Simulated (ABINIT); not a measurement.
# MoS2 (P6_3/mmc) in ABINIT: settings compared

Aim: see how the results for MoS2 move with the level of theory and the settings. Levels: LDA, PBEsol. Tasks: relaxation of cell and atoms.

Everything below comes from runs of ABINIT 10.8.3 (patched build). Logs are shortened: lines on timing, memory, paths and dates and some standing lists are left out, and cuts for length are marked. The log counts tension as positive stress, the text compression.

## 1. The crystal as given

Symmetry: P6_3/mmc, No. 194, hexagonal system. Conventional cell: a = 3.169 Å, b = 3.169 Å, c = 12.324 Å, α = 90.00°, β = 90.00°, γ = 120.00°. Mo (site symmetry -6m2) is surrounded by 6 S at 2.41 Å. S (site symmetry 3m) is surrounded by 3 Mo at 2.41 Å.

## 2. Relaxation of cell and atoms, LDA

Input file run.abi:

```
# Pseudopotentials
pp_dirpath "./"
pseudos "Mo.LDA_PW-JTH.xml, S.LDA_PW-JTH.xml"

# Structure
acell 3*1.0
rprim
     5.9885420889     0.0000000000     0.0000000000
    -2.9942710445     5.1862295807     0.0000000000
     0.0000000000     0.0000000000    23.2889847599
ntypat 2
znucl 42 16
natom 6
typat 1 1 2 2 2 2
xred
     0.6666666667     0.3333333333     0.7500000000
     0.3333333333     0.6666666667     0.2500000000
     0.6666666667     0.3333333333     0.3770000000
     0.3333333333     0.6666666667     0.8770000000
     0.6666666667     0.3333333333     0.1230000000
     0.3333333333     0.6666666667     0.6230000000
chkprim 0
chksymtnons 0
tolsym 1.0e-6

# Plane-wave basis
ecut 20.0
pawecutdg 40.0

# k points
kptopt 1
ngkpt 8 8 3
nshiftk 1
shiftk 0.0 0.0 0.0

# Exchange and correlation
ixc 7

# Bands and occupations
nband 32
occopt 3
tsmear 0.05 eV

# SCF cycle
nstep 100
tolvrs 1.0e-9

# Output
iomode 3
prtwf 0
prtden 0
prteig 0
prtebands 0
enunit 1

# Relaxation
ionmov 2
ntime 60
tolmxf 5.0e-5
optcell 2
dilatmx 1.08
ecutsm 0.5
```

Potentials or basis: JTH PAW LDA v2.0.

On the command line:

```bash
$ abinit run.abi > log 2>&1
```

run.abo:

```text
.Version 10.8.3 of ABINIT
 Symmetries : space group P6_3/m m c (#194); Bravais hP (primitive hexag.)
================================================================================
 Values of the parameters that define the memory need of the present run
     intxc =       0    ionmov =       2      iscf =      17    lmnmax =      18
     lnmax =       6     mgfft =     108  mpssoang =       3    mqgrid =    7161
     natom =       6  nloc_mem =       2    nspden =       1   nspinor =       1
    nsppol =       1      nsym =      24    n1xccc =       1    ntypat =       2
    occopt =       3   xclevel =       1
       mpw =        3968          nfft =       97200          nkpt =          20
 PAW method is used; the additional fine FFT grid is defined by:
   mgfftf=       144    nfftf =    230400
================================================================================
================================================================================

--------------------------------------------------------------------------------
------------- Echo of variables that govern the present computation ------------
--------------------------------------------------------------------------------
 -outvars: echo values of preprocessed input variables --------
            acell      1.0000000000E+00  1.0000000000E+00  1.0000000000E+00 Bohr
              amu      9.59400000E+01  3.20660000E+01
          chkprim           0
      chksymtnons           0
          dilatmx      1.08000000E+00
             ecut      2.00000000E+01 Hartree
           ecutsm      5.00000000E-01 Hartree
           enunit           1
           ionmov           2
              ixc           7
         kptrlatt        8    0    0      0    8    0      0    0    3
          kptrlen      4.79083367E+01
            natom           6
            nband          32
            ngfft          30      30     108
          ngfftdg          40      40     144
             nkpt          20
            nstep         100
             nsym          24
            ntime          60
           ntypat           2
           occopt           3
          optcell           2
        pawecutdg      4.00000000E+01 Hartree
           prtden           0
        prtebands           0
           prteig           0
            prtwf           0
            rprim      5.9885420889E+00  0.0000000000E+00  0.0000000000E+00
                      -2.9942710445E+00  5.1862295807E+00  0.0000000000E+00
                       0.0000000000E+00  0.0000000000E+00  2.3288984760E+01
          spgroup         194
           tolsym      1.00000000E-06
           tolvrs      1.00000000E-09
           tsmear      1.83746611E-03 Hartree
            typat      1  1  2  2  2  2
           useylm           1
           xangst      1.5844999989E+00  9.1481150092E-01  9.2429999937E+00
                      -1.7639084694E-11  1.8296230018E+00  3.0809999979E+00
                       1.5844999989E+00  9.1481150092E-01  4.6461479969E+00
                      -1.7639084694E-11  1.8296230018E+00  1.0808147993E+01
                       1.5844999989E+00  9.1481150092E-01  1.5158519990E+00
                      -1.7639084694E-11  1.8296230018E+00  7.6778519948E+00
            xcart      2.9942710444E+00  1.7287431936E+00  1.7466738570E+01
                      -3.3333039184E-11  3.4574863871E+00  5.8222461900E+00
                       2.9942710444E+00  1.7287431936E+00  8.7799472545E+00
                      -3.3333039184E-11  3.4574863871E+00  2.0424439634E+01
                       2.9942710444E+00  1.7287431936E+00  2.8645451255E+00
                      -3.3333039184E-11  3.4574863871E+00  1.4509037505E+01
             xred      6.6666666667E-01  3.3333333333E-01  7.5000000000E-01
                       3.3333333333E-01  6.6666666667E-01  2.5000000000E-01
                       6.6666666667E-01  3.3333333333E-01  3.7700000000E-01
                       3.3333333333E-01  6.6666666667E-01  8.7700000000E-01
                       6.6666666667E-01  3.3333333333E-01  1.2300000000E-01
                       3.3333333333E-01  6.6666666667E-01  6.2300000000E-01
            znucl       42.00000   16.00000

================================================================================

 chkinp: Checking input parameters for consistency.

================================================================================
== DATASET  1 ==================================================================

--- !DatasetInfo
iteration_state: {dtset: 1, }
dimensions: {natom: 6, nkpt: 20, mband: 32, nsppol: 1, nspinor: 1, nspden: 1, mpw: 3968, }
cutoff_energies: {ecut:  20.0, pawecutdg:  40.0, }
electrons: {nelect:   5.20000000E+01, charge:   0.00000000E+00, occopt:   3.00000000E+00, tsmear:   1.83746611E-03, }
meta: {optdriver: 0, ionmov: 2, optcell: 2, iscf: 17, paral_kgb: 0, }
...

 Exchange-correlation functional for the present dataset will be:
  LDA: Perdew-Wang 92 LSD fit to Ceperley-Alder data - ixc=7
  J.P.Perdew and Y.Wang, PRB 45, 13244 (1992)

 Real(R)+Recip(G) space primitive vectors, cartesian coordinates (Bohr,Bohr^-1):
 R(1)=  5.9885421  0.0000000  0.0000000  G(1)=  0.1669856  0.0964092  0.0000000
 R(2)= -2.9942710  5.1862296  0.0000000  G(2)=  0.0000000  0.1928183  0.0000000
 R(3)=  0.0000000  0.0000000 23.2889848  G(3)=  0.0000000  0.0000000  0.0429388
 Unit cell volume ucvol=  7.2330822E+02 bohr^3
 Angles (23,13,12)=  9.00000000E+01  9.00000000E+01  1.20000000E+02 degrees

 Coarse grid specifications (used for wave-functions):
[... 1182 lines left out ...]

---SELF-CONSISTENT-FIELD CONVERGENCE--------------------------------------------

--- !BeginCycle
iteration_state: {dtset: 1, itime: 10, icycle: 1, }
solver: {iscf: 17, nstep: 100, nline: 4, wfoptalg: 10, }
tolerances: {tolvrs: 1.00E-09, }
...
[... 111 lines left out ...]
 Difference of energy with previous step (new-old):
           Absolute (Ha)=-6.10810E-07
           Relative     =-3.39719E-09

 At Broyd/MD step  10, gradients are converged :
  max grad (force/stress) = 2.1757E-05 < tolmxf= 5.0000E-05 ha/bohr (free atoms)

================================================================================

 ----iterations are completed or convergence reached----

 Mean square residual over all n,k,spin=   10.768E-12; max=  28.741E-10
 reduced coordinates (array xred) for    6 atoms
       0.666666666667      0.333333333333      0.750000000000
       0.333333333333      0.666666666667      0.250000000000
       0.666666666667      0.333333333333      0.378770331652
       0.333333333333      0.666666666667      0.878770331652
       0.666666666667      0.333333333333      0.121229668348
       0.333333333333      0.666666666667      0.621229668348
 rms dE/dt=  1.6540E-04; max dE/dt=  3.5087E-04; dE/dt below (all hartree)
    1       0.000000000000      0.000000000000     -0.000000000000
    2       0.000000000000     -0.000000000000      0.000000000000
    3      -0.000000000000      0.000000000000      0.000350871547
    4       0.000000000000     -0.000000000000      0.000350871547
    5      -0.000000000000      0.000000000000     -0.000350871547
    6       0.000000000000      0.000000000000     -0.000350871547

 cartesian coordinates (angstrom) at end:
    1      1.56193501666716     0.90178360234846     9.05018445134762
    2     -0.00000000001739     1.80356720469692     3.01672815044921
    3      1.56193501666716     0.90178360234846     4.57058848819393
    4     -0.00000000001739     1.80356720469692    10.60404478909235
    5      1.56193501666716     0.90178360234846     1.46286781270448
    6     -0.00000000001739     1.80356720469692     7.49632411360289

 cartesian forces (hartree/bohr) at end:
    1      0.00000000000000    -0.00000000000000    -0.00000000000000
    2     -0.00000000000000     0.00000000000000    -0.00000000000000
    3      0.00000000000000     0.00000000000000    -0.00001538697036
    4     -0.00000000000000     0.00000000000000    -0.00001538697036
    5      0.00000000000000    -0.00000000000000     0.00001538697036
    6     -0.00000000000000    -0.00000000000000     0.00001538697036
 frms,max,avg= 7.2534874E-06 1.5386970E-05   0.000E+00  0.000E+00  0.000E+00 h/b

 cartesian forces (eV/Angstrom) at end:
    1      0.00000000000000    -0.00000000000000    -0.00000000000000
    2     -0.00000000000000     0.00000000000000    -0.00000000000000
    3      0.00000000000000     0.00000000000000    -0.00079122982879
    4     -0.00000000000000     0.00000000000000    -0.00079122982879
    5      0.00000000000000    -0.00000000000000     0.00079122982879
    6     -0.00000000000000    -0.00000000000000     0.00079122982879
 frms,max,avg= 3.7298932E-04 7.9122983E-04   0.000E+00  0.000E+00  0.000E+00 e/A
 length scales=  5.903258815965  5.903258816058 22.803160002661 bohr
              =  3.123870033352  3.123870033401 12.066912601797 angstroms
 Fermi (or HOMO) energy (eV) =   9.31958   Average Vxc (eV)= -11.31347
 Eigenvalues (   eV  ) for nkpt=  20  k points:
 kpt#   1, nband= 32, wtk=  0.00521, kpt=  0.0000  0.0000  0.0000 (reduced coord)
 -52.44337  -52.44337  -26.69036  -26.69021  -26.40467  -26.40467  -26.40467  -26.40467
  -6.28867   -5.94719   -5.01704   -4.44789    1.70916    2.93432    5.13157    5.54352
   5.54352    5.55860    5.55860    6.69979    6.69979    6.75744    6.75744    7.56460
   7.82766    8.96537   11.09505   11.09505   11.12682   11.12682   11.27261   11.27261
 prteigrs : prtvol=0 or 1, do not print more k-points.

--- !EnergyTerms
iteration_state     : {dtset: 1, itime: 10, icycle: 1, }
comment             : Components of total free energy in Hartree
kinetic             :  3.72934150494922E+01
hartree             :  5.47330145505825E+01
xc                  : -2.25116100318593E+01
Ewald energy        : -1.23328868848153E+02
psp_core            :  4.95532246594360E+00
local_psp           : -1.56022815140242E+02
PAW spherical_terms :  2.50825900474867E+01
internal            : -1.79798951906749E+02
'-kT*entropy'       : -3.58121175652133E-07
total_energy        : -1.79798952264870E+02
total_energy_eV     : -4.89257873670209E+03
...

--- !EnergyTermsDC
iteration_state     : {dtset: 1, itime: 10, icycle: 1, }
comment             : '"Double-counting" decomposition of free energy'
band_energy         : -1.53680530884312E+01
Ewald energy        : -1.23328868848153E+02
psp_core            :  4.95532246594360E+00
xc_dc               : -5.18988383411673E+01
PAW spherical_terms :  5.84149552732504E+00
internal            : -1.79798942284483E+02
'-kT*entropy'       : -3.58121175652133E-07
total_energy_dc     : -1.79798942642604E+02
total_energy_dc_eV  : -4.89257847486688E+03
...

--- !EnergyTermsWithPAWCore
iteration_state     : {dtset: 1, itime: 10, icycle: 1, }
comment             : 'Components of total free energy, including PAW core contributions'
Total energy        : -9.68196454552744E+03
Total energy DC     : -9.68196453590518E+03
Total energy (eV)   : -2.63459676868241E+05
Total energy DC (eV): -2.63459676606406E+05
...

 rms coord change=  8.3454E-04   atom, delta coord (reduced):
     1        0.000000000000     -0.000000000000      0.000000000000
     2        0.000000000000     -0.000000000000      0.000000000000
     3        0.000000000000     -0.000000000000      0.001770331652
     4        0.000000000000     -0.000000000000      0.001770331652
     5        0.000000000000     -0.000000000000     -0.001770331652
     6        0.000000000000     -0.000000000000     -0.001770331652

 Cartesian components of stress tensor (hartree/bohr^3)
  sigma(1 1)=  1.08169205E-07  sigma(3 2)=  0.00000000E+00
  sigma(2 2)=  1.08168982E-07  sigma(3 1)=  0.00000000E+00
  sigma(3 3)=  2.17574095E-07  sigma(2 1)=  6.94214405E-14

-Cartesian components of stress tensor (GPa)         [Pressure= -4.2554E-03 GPa]
- sigma(1 1)=  3.18244789E-03  sigma(3 2)=  0.00000000E+00
- sigma(2 2)=  3.18244133E-03  sigma(3 1)=  0.00000000E+00
- sigma(3 3)=  6.40125087E-03  sigma(2 1)=  2.04244929E-09

== END DATASET(S) ==============================================================
================================================================================

 -outvars: echo values of variables after computation  --------
            acell      5.9032588160E+00  5.9032588161E+00  2.2803160003E+01 Bohr
           etotal     -1.7979894264E+02
            fcart      3.8010717288E-29 -2.0628767986E-28 -1.1293772628E-21
                      -1.4444072569E-28  1.0972748929E-28 -1.1293772630E-21
                       1.2923643878E-28  5.7058294431E-29 -1.5386970363E-05
                      -5.3215004203E-29  1.6239668415E-28 -1.5386970363E-05
                       8.3623578033E-29 -7.4614692716E-29  1.5386970363E-05
                      -5.3215004203E-29 -4.8280095288E-29  1.5386970363E-05
            rprim      1.0000000000E+00  0.0000000000E+00  0.0000000000E+00
                      -5.0000000000E-01  8.6602540378E-01  0.0000000000E+00
                       0.0000000000E+00  0.0000000000E+00  1.0000000000E+00
           strten      1.0816920509E-07  1.0816898219E-07  2.1757409468E-07
                       0.0000000000E+00  0.0000000000E+00  6.9421440469E-14
           xangst      1.5619350167E+00  9.0178360235E-01  9.0501844513E+00
                      -1.7387746833E-11  1.8035672047E+00  3.0167281504E+00
                       1.5619350167E+00  9.0178360235E-01  4.5705884882E+00
                      -1.7387746833E-11  1.8035672047E+00  1.0604044789E+01
                       1.5619350167E+00  9.0178360235E-01  1.4628678127E+00
                      -1.7387746833E-11  1.8035672047E+00  7.4963241136E+00
             xred      6.6666666667E-01  3.3333333333E-01  7.5000000000E-01
                       3.3333333333E-01  6.6666666667E-01  2.5000000000E-01
                       6.6666666667E-01  3.3333333333E-01  3.7877033165E-01
                       3.3333333333E-01  6.6666666667E-01  8.7877033165E-01
                       6.6666666667E-01  3.3333333333E-01  1.2122966835E-01
                       3.3333333333E-01  6.6666666667E-01  6.2122966835E-01
 Calculation completed.
```

Wall time 8 min (1 thread of AMD EPYC 9R45 (Zen 5), shared host); peak memory 0.2 GiB.

What came out:

* Free energy: -4892.5785 eV
* Relaxed volume: 17.00 Å³/atom
* Relaxed cell: a = 3.124 Å, b = 3.124 Å, c = 12.067 Å, α = 90.00°, β = 90.00°, γ = 120.00°
* Space group after relaxing (to 0.05 Å): P6_3/mmc (No. 194)
* Energy gained by relaxing: 12.1 meV/atom
* Ionic steps: 10
* Pressure after relaxing: 0.0 GPa
* Band gap on the k mesh: 0.83 eV, indirect (least direct gap 2.04 eV)
* Valence electrons inside the program's atomic spheres: Mo 11.33; S 3.61

The path:
```
step  energy change (eV)  largest force (eV/Å)  pressure (GPa)  volume (Å³)
   1              0.0000                0.4825           -5.55       107.18
   2             -0.0523                0.1195           -2.58       105.37
   3             -0.0660                0.1444           -0.10       103.87
   4             -0.0674                0.1229           -0.04       103.73
   5             -0.0695                0.0341           -0.05       103.40
   6             -0.0696                0.0294           -0.06       103.37
   7             -0.0716                0.0391           -0.17       102.50
   8             -0.0723                0.0395           -0.12       102.08
   9             -0.0726                0.0115           -0.03       101.94
  10             -0.0726                0.0008            0.00       101.98
```

Final structure:
```
Mo S
1.0
     3.12387    0.00000    0.00000
    -1.56194    2.70535    0.00000
     0.00000    0.00000   12.06691
Mo S
2 4
Direct
  0.66667 0.33333 0.75000
  0.33333 0.66667 0.25000
  0.66667 0.33333 0.37877
  0.33333 0.66667 0.87877
  0.66667 0.33333 0.12123
  0.33333 0.66667 0.62123
```

Levels at points of the mesh, in eV from the valence-band top:
| k point | band 22 | band 23 | band 24 | band 25 | band 26 | band 27 | band 28 | band 29 | band 30 | band 31 |
| --- | --- | --- | --- | --- | --- | --- | --- | --- | --- | --- |
| (0.00, 0.00, 0.00) | -2.21 | -2.21 | -1.40 | -1.14 | 0.00 | 2.13 | 2.13 | 2.16 | 2.16 | 2.31 |
| (0.50, 0.00, 0.00) | -2.59 | -1.78 | -1.54 | -1.52 | -1.40 | 1.65 | 1.71 | 2.01 | 2.36 | 2.79 |

Caveat: an odd mesh through Γ misses points on the zone boundary, where band edges often lie. LDA usually gives volumes a few per cent too small.

(Continued in part 2 of 2.)
